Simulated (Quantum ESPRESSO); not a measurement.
The system is CuO.

```
Cu O
1.0
     2.83633    0.00000    0.00000
    -1.41816    2.45633    0.00000
     0.00000    0.00000    2.76811
Cu O
1 1
Direct
  0.00000 0.00000 0.00000
  0.66667 0.33333 0.50000
```

Measurements of this composition are mostly on another form, of space group No. 15.

```yaml
Program: Quantum ESPRESSO 7.5
Task: phonons
Functional: AM05
Potentials_or_basis: GBRV 1.5 PBE
Cutoff: 762 eV
Density_cutoff: 6095 eV
k_mesh: 8 × 8 × 7
Occupations: cold, width 0.2 eV
Spin: no spin polarisation
Mixing_beta: 0.5
Most_SCF_iterations: 120
SCF_threshold: 4e-10 Ry
```

The cell and the atoms were relaxed first, to 9.25 Å³/atom (a = 2.835 Å, b = 2.835 Å, c = 2.658 Å, α = 90.00°, β = 90.00°, γ = 120.00°), and the response was taken there.

```
CELL_PARAMETERS angstrom
2.83496 0.00000 0.00000
-1.41748 2.45515 0.00000
0.00000 0.00000 2.65803
ATOMIC_POSITIONS crystal
Cu 0.00000 0.00000 0.00000
O 0.66667 0.33333 0.50000
```

Task: Which optical modes does the crystal have at the zone centre, and which show in infrared and Raman spectra?

Result: The optical modes are E' + A''2. Infrared active: E' + A''2. Raman active: E'.

Optical modes at Γ, degenerate ones joined:
| cm⁻¹ | components | symmetry | active in |
| --- | --- | --- | --- |
| 202i | 2 | E' | IR and Raman |
| 310 | 1 | A''2 | IR |

Caveat: the k mesh is coarse; the mesh is thin for the phonons of a metal; the potentials were made for another functional, which shifts forces and pressure; some modes are imaginary; an odd number of electrons without spin polarisation forces a metal; a magnetic or distorted state may lie lower; the run has no spin polarisation, though such a crystal can be magnetic.
